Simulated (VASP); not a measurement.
Write the native input for VASP 6.6.1 that does the following.

```
Task                   : single point
Functional             : PBE
Potentials or basis    : VASP PAW PBE potentials, release 64 (Mo_sv, S)
Cutoff                 : 520 eV
k mesh                 : 10 × 10 × 2
Occupations            : fermi-dirac, width 0.05 eV
Spin                   : no spin polarisation
Further INCAR settings : ALGO = Normal; EDIFF = 1e-07; NBANDS = 35
```

The structure of MoS2 lies in POSCAR:

```
MoS2
1.0
    3.1845414560      0.0000000000      0.0000000000
   -1.5922707280      2.7578938003      0.0000000000
    0.0000000000      0.0000000000     21.6705347200
Mo S
2 4
Direct
    0.3438410000      0.6682370000      0.8509060000
    0.6779090000      0.3448030000      0.1484600000
    0.6706390000      0.3476130000      0.7784340000
    0.3315440000      0.6662970000      0.0773220000
    0.6510780000      0.3366750000      0.9236970000
    0.3289870000      0.6529680000      0.2183980000
```

The cell isn't the ideal one: atoms moved at random, drawn with an rms of 0.05 Å.

One way to write it, as run:

INCAR

```
PREC = Accurate ; ENCUT = 520
EDIFF = 1E-7 ; ISMEAR = -1
SIGMA = 0.05 ; LREAL = F
LASPH = T ; NELM = 80
ALGO = Normal ; ISIF = 2
LWAVE = F ; LCHARG = T
GGA = PE ; LELF = T
LVHAR = T ; NBANDS = 35
```

KPOINTS

```
regular mesh
0
Gamma
  10 10 2
```

Potentials or basis: VASP PAW PBE potentials, release 64 (Mo_sv, S).

Command:

```console
$ cat potpaw_PBE.64/Mo_sv/POTCAR potpaw_PBE.64/S/POTCAR > POTCAR
$ mpirun -np 1 vasp_std > vasp.out
```

Results of the run:

| Item | Value |
| --- | --- |
| Largest force | 1.269 eV/Å |
| Band gap on the k mesh | 1.32 eV, indirect (least direct gap 1.76 eV) |

Wall time 9.6 min on 1 thread of Intel(R) Xeon(R) Platinum 8488C (Sapphire Rapids) (shared host), peak memory 0.66 GiB.
